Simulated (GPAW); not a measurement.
# Ru (P6_3/mmc) in GPAW: convergence with k mesh

Aim: find how far k mesh must go before the results for Ru settle, at LDA. This setting moves, with any that are tied to it; all else stays.

Everything below comes from runs of GPAW 26.7.0. Logs are shortened: lines on timing, memory, paths and dates and some standing lists are left out, and cuts for length are marked. The log counts tension as positive stress, the text compression.

### 1 The crystal as given

Symmetry: P6_3/mmc, No. 194, hexagonal system. The conventional cell has a = 2.706 Å, b = 2.706 Å, c = 4.282 Å, α = 90.00°, β = 90.00°, γ = 120.00°. Ru (site symmetry -6m2) is surrounded by 12 Ru at 2.65 to 2.71 Å.

### 2 With k mesh 3 × 3 × 2

run.py

```python
import numpy as np
from ase.io import read
from ase.units import Bohr, Ha
from gpaw import GPAW, PW
from gpaw.hybrids.energy import non_self_consistent_energy
from gpaw.xc.rpa import RPACorrelation

atoms = read('Ru.cif')

for x in [1.0]:
    ecuts = np.array([76.8, 96.0, 120])
    a = atoms.copy()
    a.set_cell(atoms.cell * x**(1 / 3), scale_atoms=True)
    calc = GPAW(mode=PW(450),
                xc='LDA',
                kpts={'size': (3, 3, 2), 'gamma': True},
                occupations={'name': 'fermi-dirac', 'width': 0.05},
                nbands=29,
                convergence={'density': 1e-06},
                maxiter=150,
                txt=f'gs-{x:.2f}.txt')
    a.calc = calc
    dft = a.get_potential_energy(force_consistent=True)
    calc.write(f'gs-{x:.2f}.gpw')
    exx = non_self_consistent_energy(calc, 'EXX').sum()
    calc.diagonalize_full_hamiltonian(nbands=int(a.get_volume() / Bohr**3 * (ecuts[-1] / Ha)**1.5 * 2**0.5 / 3 / np.pi**2 * 1.15) + 30)
    calc.write(f'full-{x:.2f}.gpw', mode='all')
    ec = RPACorrelation(f'full-{x:.2f}.gpw', ecut=ecuts, nfrequencies=16, skip_gamma=True, frequency_scale=2.5, txt=f'rpa-{x:.2f}.txt').calculate()
    slope, ec_inf = np.polyfit(ecuts**-1.5, ec, 1)
    print(f'V = {a.get_volume():.4f} A^3: DFT {dft:.5f}, EXX {exx:.5f}, correlation', *ec.round(5), f'extrapolated {ec_inf:.5f}, total {exx + ec_inf:.5f} eV', flush=True)
```

Ru.cif

```cif
data_Ru
_cell_length_a 2.70580000
_cell_length_b 2.70580000
_cell_length_c 4.28190000
_cell_angle_alpha 90.00000000
_cell_angle_beta 90.00000000
_cell_angle_gamma 120.00000000
_space_group_name_H-M_alt 'P1'
_space_group_name_Hall 'P 1'
_space_group_IT_number 1
loop_
_space_group_symop_operation_xyz
'x,y,z'
loop_
_atom_site_label
_atom_site_type_symbol
_atom_site_symmetry_multiplicity
_atom_site_Wyckoff_symbol
_atom_site_fract_x
_atom_site_fract_y
_atom_site_fract_z
_atom_site_occupancy
Ru1 Ru 1 a 0.6666666667 0.3333333333 0.7500000000 1
Ru2 Ru 1 a 0.3333333333 0.6666666667 0.2500000000 1
```

Potentials or basis: the program's PAW data sets (release 1.2.1) made for this functional, pw.

On the command line:

```
$ OMP_NUM_THREADS=1 python run.py
```

It took 19 s on 1 thread of Arm Neoverse V2, shared host; peak memory 0.2 GiB.

Results:

| Item | Value |
| --- | --- |
| Free energy | -20.9545 eV |
| Band gap on the k mesh, mean-field level | none (metal or under the smearing width) |

### 3 With k mesh 4 × 4 × 2

run.py: that of step 2 with these lines changed.

```diff
@@ -15,3 +15,3 @@
                 xc='LDA',
-                kpts={'size': (3, 3, 2), 'gamma': True},
+                kpts={'size': (4, 4, 2), 'gamma': True},
                 occupations={'name': 'fermi-dirac', 'width': 0.05},
```

Ru.cif is that of step 2.

Potentials or basis: the program's PAW data sets (release 1.2.1) made for this functional, pw.

On the command line:

```
$ OMP_NUM_THREADS=1 python run.py
```

It took 40 s on 1 thread of Arm Neoverse V2, shared host; peak memory 0.2 GiB.

What came out:

- Free energy: -22.2444 eV
- Band gap on the k mesh, mean-field level: none (metal or under the smearing width)

### 4 With k mesh 4 × 4 × 3

run.py: that of step 3 with these lines changed.

```diff
@@ -15,3 +15,3 @@
                 xc='LDA',
-                kpts={'size': (4, 4, 2), 'gamma': True},
+                kpts={'size': (4, 4, 3), 'gamma': True},
                 occupations={'name': 'fermi-dirac', 'width': 0.05},
```

Ru.cif is that of step 3.

On the command line:

```
$ OMP_NUM_THREADS=1 python run.py
```

Wall time 62 s (1 thread of Arm Neoverse V2, shared host); peak memory 0.2 GiB.

Results:

- Free energy: -21.9439 eV
- Band gap on the k mesh, mean-field level: none (metal or under the smearing width)

### 5 With k mesh 5 × 5 × 3

run.py: that of step 4 with these lines changed.

```diff
@@ -15,3 +15,3 @@
                 xc='LDA',
-                kpts={'size': (4, 4, 3), 'gamma': True},
+                kpts={'size': (5, 5, 3), 'gamma': True},
                 occupations={'name': 'fermi-dirac', 'width': 0.05},
```

Ru.cif is that of step 4.

On the command line:

```
$ OMP_NUM_THREADS=1 python run.py
```

It took 2.2 min on 1 thread of Arm Neoverse V2, shared host; peak memory 0.23 GiB.

Results:

* Free energy: -21.8832 eV
* Band gap on the k mesh, mean-field level: none (metal or under the smearing width)

### 6 With k mesh 6 × 6 × 3

run.py: that of step 5 with these lines changed.

```diff
@@ -15,3 +15,3 @@
                 xc='LDA',
-                kpts={'size': (5, 5, 3), 'gamma': True},
+                kpts={'size': (6, 6, 3), 'gamma': True},
                 occupations={'name': 'fermi-dirac', 'width': 0.05},
```

Ru.cif is that of step 5.

Potentials or basis: the program's PAW data sets (release 1.2.1) made for this functional, pw.

On the command line:

```
$ OMP_NUM_THREADS=1 python run.py
```

It took 4.4 min on 1 thread of Arm Neoverse V2, shared host; peak memory 0.28 GiB.

What came out:

| Item | Value |
| --- | --- |
| Free energy | -21.7899 eV |
| Band gap on the k mesh, mean-field level | none (metal or under the smearing width) |

### 7 With k mesh 7 × 7 × 4

run.py: that of step 6 with these lines changed.

```diff
@@ -15,3 +15,3 @@
                 xc='LDA',
-                kpts={'size': (6, 6, 3), 'gamma': True},
+                kpts={'size': (7, 7, 4), 'gamma': True},
                 occupations={'name': 'fermi-dirac', 'width': 0.05},
```

Ru.cif is that of step 6.

Potentials or basis: the program's PAW data sets (release 1.2.1) made for this functional, pw.

On the command line:

```
$ OMP_NUM_THREADS=1 python run.py
```

The log of the run:

```text
Using integrator: PointIntegrator
FrequencyDescriptor(from 0.000+0.000j to 0.000+800.000j eV, 16 points)
Nonperiodic BCs:  [False False False]
Using integrator: PointIntegrator
FrequencyDescriptor(from 0.000+0.000j to 0.000+800.000j eV, 16 points)
Nonperiodic BCs:  [False False False]
Integrating chi0 body.

Symmetries of q_c:
    Direct symmetries (Uq -> q): 6
    Indirect symmetries (TUq -> q): 0
In total 6 allowed symmetries.

  ( 1  1  0)  ( 1  0  0)  ( 0  1  0)  ( 0 -1  0)  (-1  0  0)  (-1 -1  0)
  ( 0 -1  0)  ( 0  1  0)  (-1 -1  0)  (-1  0  0)  ( 1  1  0)  ( 1  0  0)
  ( 0  0  1)  ( 0  0  1)  ( 0  0  1)  ( 0  0  1)  ( 0  0  1)  ( 0  0  1)

48 groups of equivalent kpoints. 75.51020408163265% reduction.

Integral kind: hermitian response function
Integrating chi0 body.

Symmetries of q_c:
    Direct symmetries (Uq -> q): 6
    Indirect symmetries (TUq -> q): 0
In total 6 allowed symmetries.

  ( 1  1  0)  ( 1  0  0)  ( 0  1  0)  ( 0 -1  0)  (-1  0  0)  (-1 -1  0)
  ( 0 -1  0)  ( 0  1  0)  (-1 -1  0)  (-1  0  0)  ( 1  1  0)  ( 1  0  0)
  ( 0  0  1)  ( 0  0  1)  ( 0  0  1)  ( 0  0  1)  ( 0  0  1)  ( 0  0  1)

48 groups of equivalent kpoints. 75.51020408163265% reduction.

Integral kind: hermitian response function
Integrating chi0 body.

Symmetries of q_c:
    Direct symmetries (Uq -> q): 6
    Indirect symmetries (TUq -> q): 0
In total 6 allowed symmetries.

  ( 1  1  0)  ( 1  0  0)  ( 0  1  0)  ( 0 -1  0)  (-1  0  0)  (-1 -1  0)
  ( 0 -1  0)  ( 0  1  0)  (-1 -1  0)  (-1  0  0)  ( 1  1  0)  ( 1  0  0)
  ( 0  0  1)  ( 0  0  1)  ( 0  0  1)  ( 0  0  1)  ( 0  0  1)  ( 0  0  1)

48 groups of equivalent kpoints. 75.51020408163265% reduction.

Integral kind: hermitian response function
Integrating chi0 body.

Symmetries of q_c:
    Direct symmetries (Uq -> q): 12
    Indirect symmetries (TUq -> q): 0
In total 12 allowed symmetries.

  ( 1  1  0)  ( 1  1  0)  ( 1  0  0)  ( 1  0  0)  ( 0  1  0)  ( 0  1  0)
  ( 0 -1  0)  (-1  0  0)  ( 0  1  0)  (-1 -1  0)  ( 1  0  0)  (-1 -1  0)
  ( 0  0  1)  ( 0  0 -1)  ( 0  0  1)  ( 0  0 -1)  ( 0  0 -1)  ( 0  0  1)

  ( 0 -1  0)  ( 0 -1  0)  (-1  0  0)  (-1  0  0)  (-1 -1  0)  (-1 -1  0)
  ( 1  1  0)  (-1  0  0)  ( 1  1  0)  ( 0 -1  0)  ( 1  0  0)  ( 0  1  0)
  ( 0  0 -1)  ( 0  0  1)  ( 0  0  1)  ( 0  0 -1)  ( 0  0  1)  ( 0  0 -1)

28 groups of equivalent kpoints. 85.71428571428572% reduction.

Integral kind: hermitian response function
Integrating chi0 body.

Symmetries of q_c:
    Direct symmetries (Uq -> q): 12
    Indirect symmetries (TUq -> q): 0
In total 12 allowed symmetries.

  ( 1  1  0)  ( 1  1  0)  ( 1  0  0)  ( 1  0  0)  ( 0  1  0)  ( 0  1  0)
  ( 0 -1  0)  (-1  0  0)  ( 0  1  0)  (-1 -1  0)  ( 1  0  0)  (-1 -1  0)
  ( 0  0  1)  ( 0  0 -1)  ( 0  0  1)  ( 0  0 -1)  ( 0  0 -1)  ( 0  0  1)

  ( 0 -1  0)  ( 0 -1  0)  (-1  0  0)  (-1  0  0)  (-1 -1  0)  (-1 -1  0)
  ( 1  1  0)  (-1  0  0)  ( 1  1  0)  ( 0 -1  0)  ( 1  0  0)  ( 0  1  0)
  ( 0  0 -1)  ( 0  0  1)  ( 0  0  1)  ( 0  0 -1)  ( 0  0  1)  ( 0  0 -1)

28 groups of equivalent kpoints. 85.71428571428572% reduction.

Integral kind: hermitian response function
Integrating chi0 body.

Symmetries of q_c:
    Direct symmetries (Uq -> q): 12
    Indirect symmetries (TUq -> q): 0
In total 12 allowed symmetries.

  ( 1  1  0)  ( 1  1  0)  ( 1  0  0)  ( 1  0  0)  ( 0  1  0)  ( 0  1  0)
  ( 0 -1  0)  (-1  0  0)  ( 0  1  0)  (-1 -1  0)  ( 1  0  0)  (-1 -1  0)
  ( 0  0  1)  ( 0  0 -1)  ( 0  0  1)  ( 0  0 -1)  ( 0  0 -1)  ( 0  0  1)

  ( 0 -1  0)  ( 0 -1  0)  (-1  0  0)  (-1  0  0)  (-1 -1  0)  (-1 -1  0)
  ( 1  1  0)  (-1  0  0)  ( 1  1  0)  ( 0 -1  0)  ( 1  0  0)  ( 0  1  0)
  ( 0  0 -1)  ( 0  0  1)  ( 0  0  1)  ( 0  0 -1)  ( 0  0  1)  ( 0  0 -1)

28 groups of equivalent kpoints. 85.71428571428572% reduction.

Integral kind: hermitian response function
Integrating chi0 body.

Symmetries of q_c:
    Direct symmetries (Uq -> q): 2
    Indirect symmetries (TUq -> q): 0
In total 2 allowed symmetries.

  ( 1  1  0)  ( 1  0  0)
  ( 0 -1  0)  ( 0  1  0)
  ( 0  0  1)  ( 0  0  1)

112 groups of equivalent kpoints. 42.85714285714286% reduction.

Integral kind: hermitian response function
Integrating chi0 body.

Symmetries of q_c:
    Direct symmetries (Uq -> q): 2
    Indirect symmetries (TUq -> q): 0
In total 2 allowed symmetries.

  ( 1  1  0)  ( 1  0  0)
  ( 0 -1  0)  ( 0  1  0)
  ( 0  0  1)  ( 0  0  1)

112 groups of equivalent kpoints. 42.85714285714286% reduction.

Integral kind: hermitian response function
Integrating chi0 body.

Symmetries of q_c:
    Direct symmetries (Uq -> q): 2
    Indirect symmetries (TUq -> q): 0
In total 2 allowed symmetries.

  ( 1  1  0)  ( 1  0  0)
  ( 0 -1  0)  ( 0  1  0)
  ( 0  0  1)  ( 0  0  1)

112 groups of equivalent kpoints. 42.85714285714286% reduction.

Integral kind: hermitian response function
Integrating chi0 body.

Symmetries of q_c:
    Direct symmetries (Uq -> q): 2
    Indirect symmetries (TUq -> q): 0
In total 2 allowed symmetries.

  ( 1  1  0)  ( 1  0  0)
  ( 0 -1  0)  ( 0  1  0)
  ( 0  0  1)  ( 0  0  1)

112 groups of equivalent kpoints. 42.85714285714286% reduction.

Integral kind: hermitian response function
Integrating chi0 body.

Symmetries of q_c:
    Direct symmetries (Uq -> q): 2
    Indirect symmetries (TUq -> q): 0
In total 2 allowed symmetries.

  ( 1  1  0)  ( 1  0  0)
  ( 0 -1  0)  ( 0  1  0)
  ( 0  0  1)  ( 0  0  1)

112 groups of equivalent kpoints. 42.85714285714286% reduction.

Integral kind: hermitian response function
Integrating chi0 body.

Symmetries of q_c:
    Direct symmetries (Uq -> q): 2
    Indirect symmetries (TUq -> q): 0
In total 2 allowed symmetries.

  ( 1  1  0)  ( 1  0  0)
  ( 0 -1  0)  ( 0  1  0)
  ( 0  0  1)  ( 0  0  1)

112 groups of equivalent kpoints. 42.85714285714286% reduction.

Integral kind: hermitian response function
Integrating chi0 body.

Symmetries of q_c:
    Direct symmetries (Uq -> q): 2
    Indirect symmetries (TUq -> q): 0
In total 2 allowed symmetries.

  ( 1  1  0)  ( 1  0  0)
  ( 0 -1  0)  ( 0  1  0)
  ( 0  0  1)  ( 0  0  1)

112 groups of equivalent kpoints. 42.85714285714286% reduction.

Integral kind: hermitian response function
Integrating chi0 body.

Symmetries of q_c:
    Direct symmetries (Uq -> q): 2
    Indirect symmetries (TUq -> q): 0
In total 2 allowed symmetries.

  ( 1  1  0)  ( 1  0  0)
  ( 0 -1  0)  ( 0  1  0)
  ( 0  0  1)  ( 0  0  1)

112 groups of equivalent kpoints. 42.85714285714286% reduction.

Integral kind: hermitian response function
Integrating chi0 body.

Symmetries of q_c:
    Direct symmetries (Uq -> q): 2
    Indirect symmetries (TUq -> q): 0
In total 2 allowed symmetries.

  ( 1  1  0)  ( 1  0  0)
  ( 0 -1  0)  ( 0  1  0)
  ( 0  0  1)  ( 0  0  1)

112 groups of equivalent kpoints. 42.85714285714286% reduction.

Integral kind: hermitian response function
Integrating chi0 body.

Symmetries of q_c:
    Direct symmetries (Uq -> q): 2
    Indirect symmetries (TUq -> q): 0
In total 2 allowed symmetries.

  ( 1  1  0)  ( 1  0  0)
  ( 0 -1  0)  ( 0  1  0)
  ( 0  0  1)  ( 0  0  1)

112 groups of equivalent kpoints. 42.85714285714286% reduction.

Integral kind: hermitian response function
Integrating chi0 body.

Symmetries of q_c:
    Direct symmetries (Uq -> q): 2
    Indirect symmetries (TUq -> q): 0
In total 2 allowed symmetries.

  ( 1  1  0)  ( 1  0  0)
  ( 0 -1  0)  ( 0  1  0)
  ( 0  0  1)  ( 0  0  1)

112 groups of equivalent kpoints. 42.85714285714286% reduction.

Integral kind: hermitian response function
Integrating chi0 body.
[... 785 lines left out ...]
Symmetries of q_c:
    Direct symmetries (Uq -> q): 2
    Indirect symmetries (TUq -> q): 0
In total 2 allowed symmetries.

  ( 1  0  0)  ( 0  1  0)
  ( 0  1  0)  ( 1  0  0)
  ( 0  0  1)  ( 0  0 -1)

105 groups of equivalent kpoints. 46.42857142857143% reduction.

Integral kind: hermitian response function
Integrating chi0 body.

Symmetries of q_c:
    Direct symmetries (Uq -> q): 2
    Indirect symmetries (TUq -> q): 0
In total 2 allowed symmetries.

  ( 1  0  0)  ( 0  1  0)
  ( 0  1  0)  ( 1  0  0)
  ( 0  0  1)  ( 0  0 -1)

105 groups of equivalent kpoints. 46.42857142857143% reduction.

Integral kind: hermitian response function
Integrating chi0 body.

Symmetries of q_c:
    Direct symmetries (Uq -> q): 1
    Indirect symmetries (TUq -> q): 0
In total 1 allowed symmetries.

  ( 1  0  0)
  ( 0  1  0)
  ( 0  0  1)

196 groups of equivalent kpoints. 0.0% reduction.

Integral kind: hermitian response function
Integrating chi0 body.

Symmetries of q_c:
    Direct symmetries (Uq -> q): 1
    Indirect symmetries (TUq -> q): 0
In total 1 allowed symmetries.

  ( 1  0  0)
  ( 0  1  0)
  ( 0  0  1)

196 groups of equivalent kpoints. 0.0% reduction.

Integral kind: hermitian response function
Integrating chi0 body.

Symmetries of q_c:
    Direct symmetries (Uq -> q): 1
    Indirect symmetries (TUq -> q): 0
In total 1 allowed symmetries.

  ( 1  0  0)
  ( 0  1  0)
  ( 0  0  1)

196 groups of equivalent kpoints. 0.0% reduction.

Integral kind: hermitian response function
Integrating chi0 body.

Symmetries of q_c:
    Direct symmetries (Uq -> q): 2
    Indirect symmetries (TUq -> q): 0
In total 2 allowed symmetries.

  ( 1  0  0)  ( 0  1  0)
  ( 0  1  0)  ( 1  0  0)
  ( 0  0  1)  ( 0  0 -1)

105 groups of equivalent kpoints. 46.42857142857143% reduction.

Integral kind: hermitian response function
Integrating chi0 body.

Symmetries of q_c:
    Direct symmetries (Uq -> q): 2
    Indirect symmetries (TUq -> q): 0
In total 2 allowed symmetries.

  ( 1  0  0)  ( 0  1  0)
  ( 0  1  0)  ( 1  0  0)
  ( 0  0  1)  ( 0  0 -1)

105 groups of equivalent kpoints. 46.42857142857143% reduction.

Integral kind: hermitian response function
Integrating chi0 body.

Symmetries of q_c:
    Direct symmetries (Uq -> q): 2
    Indirect symmetries (TUq -> q): 0
In total 2 allowed symmetries.

  ( 1  0  0)  ( 0  1  0)
  ( 0  1  0)  ( 1  0  0)
  ( 0  0  1)  ( 0  0 -1)

105 groups of equivalent kpoints. 46.42857142857143% reduction.

Integral kind: hermitian response function
```

It took 14 min on 1 thread of Arm Neoverse V2, shared host; peak memory 0.43 GiB.

What came out:

```yaml
Free_energy: -21.8095 eV
Band_gap_on_the_k_mesh_mean-field_level: none (metal or under the smearing width)
```

### 8 Result

```csv
k mesh,"energy less the tightest run, at zero smearing (meV/atom)",CPU time (s),peak memory (GiB)
3 × 3 × 2,425.42,19,0.2
4 × 4 × 2,-221.43,40,0.2
4 × 4 × 3,-68.62,62,0.2
5 × 5 × 3,-39.80,130,0.23
6 × 6 × 3,5.46,260,0.28
7 × 7 × 4,0.00,860,0.43
```

Not settled before the last step: the energy (to 1 meV/atom). Meshes of other sizes hit other points, so gaps and Fermi surfaces needn't settle smoothly. The tightest run that finished is the yardstick and may itself not be fully converged.

Caveats: all runs use coarse meshes; the response cutoff is short for absolute correlation energies; RPA of a metal hangs on this mesh.
